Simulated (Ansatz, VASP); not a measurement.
KBr in VASP and in Ansatz

```
K Br
1.0
     0.00000    3.43655    3.43655
     3.29250    0.14405    3.29250
     3.29250    3.29250    0.14405
K Br
1 1
Cartesian
  0.0000 0.0000 0.0000
  3.2925 3.4365 3.4365
```

Change from the starting cell: strain +0.0875 x Voigt [0, 0, 0, 1, 0, 0], atoms carried along.

Alike in both runs: task single point; functional PBEsol; k mesh 6 × 6 × 6; occupations gaussian, width 0.05 eV; no spin polarisation.

```csv
,VASP,Ansatz
version,VASP 6.6.1,Ansatz 0.2.0
potentials or method,"VASP PAW PBE potentials, release 64 (K_sv, Br)","scalar-relativistic, plane waves, PAW"
plane-wave cutoff (eV),520,420
valence electrons in the cell,16,16
```

Ansatz gave:

| Item | Value |
| --- | --- |
| gap on the k mesh at the Fermi level (eV) | 4.17 |
| least direct gap on the mesh (eV) | 4.17 |
| pressure (GPa) | -0.2 |
| largest component of the traceless stress (GPa) | 0.46 |

Task: Which values does VASP return?

Result: gap on the k mesh at the Fermi level (eV): 4.17; least direct gap on the mesh (eV): 4.17; pressure (GPa): -0.2; largest component of the traceless stress (GPa): 0.45.

With one functional, cell and mesh, what is left measures potentials, basis and numerics.

Caveats: the PAW data sets were made with another functional, which shifts forces and pressure a little (VASP).
